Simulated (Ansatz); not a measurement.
## V started on a Si site in diamond Si, 64 atoms, charge +1

All numbers come from Ansatz (PAW, plane waves, no spin–orbit coupling) at the single k point (¼, ¼, ¼) without its symmetry partners. The atoms were relaxed with PBEsol in a fixed cell; other functionals are single points on those atoms unless said otherwise. The valence top and gap of the host come from its small cell on a dense mesh, with the band extrema sought between the mesh points, lined up by the mean potential, PBEsol gap 0.46 eV, HSE06 gap 1.13 eV. The charge correction uses an assumed dielectric constant of 11.7.

Cell: a = 10.866 Å, b = 10.866 Å, c = 10.866 Å, α = 90.00°, β = 90.00°, γ = 90.00°.

Nearest atoms after relaxation, from the placed atom (for vacancies from the middle of the vacant sites): Si at 2.35 Å, Si at 2.35 Å, Si at 2.35 Å, Si at 2.62 Å, Si at 3.11 Å, Si at 3.11 Å, Si at 3.11 Å.

Chemical potentials μ are those of reference phases of the elements at zero temperature by the same functional (the usual solids, diamond for C, grey Sn, and the molecules H2, N2, O2, F2, Cl2, Br2 and S8).

| functional | E(defect) − E(host) − Σ nμ + q·E_VBM (eV) | monopole (eV) | alignment (eV) | formation energy at E_F = VBM (eV) | moment (μB) | wall time, shared host |
| --- | --- | --- | --- | --- | --- | --- |
| PBEsol | 2.84 | 0.16 | 0.05 | 3.05 | 0 (no spin) | 8.9 s on NVIDIA GB300 (relaxation) |
| HSE06 | 2.61 | 0.16 | 0.07 | 2.84 | 0 (no spin) | 21 s on NVIDIA GB300 |

Problem. How does the monopole term follow by hand for this cubic cell?

Solution. q²·α·e²/(4πε₀)/(2εL) with the Madelung constant α = 2.837 and e²/4πε₀ = 14.40 eV·Å: 1 × 2.837 × 14.40 / (2 × 11.7 × 10.866) = 0.16 eV.

HSE06 one-electron levels near the gap (the ten most localised at most), from the host's valence top, not corrected for the charge's images:

```
level (eV)  spin  filling  atoms sharing it  element of the atom with most weight
      1.14  both     0.00              12.2                                     V
      1.23  both     0.00               7.4                                     V
      1.23  both     0.00               7.4                                     V
      1.41  both     0.00               4.4                                     V
      1.41  both     0.00               4.4                                     V
```

The runs had no spin; a d shell or close levels can favour a state with a moment.

One k point and a cell of this size can leave errors of several tenths of an eV in such numbers.
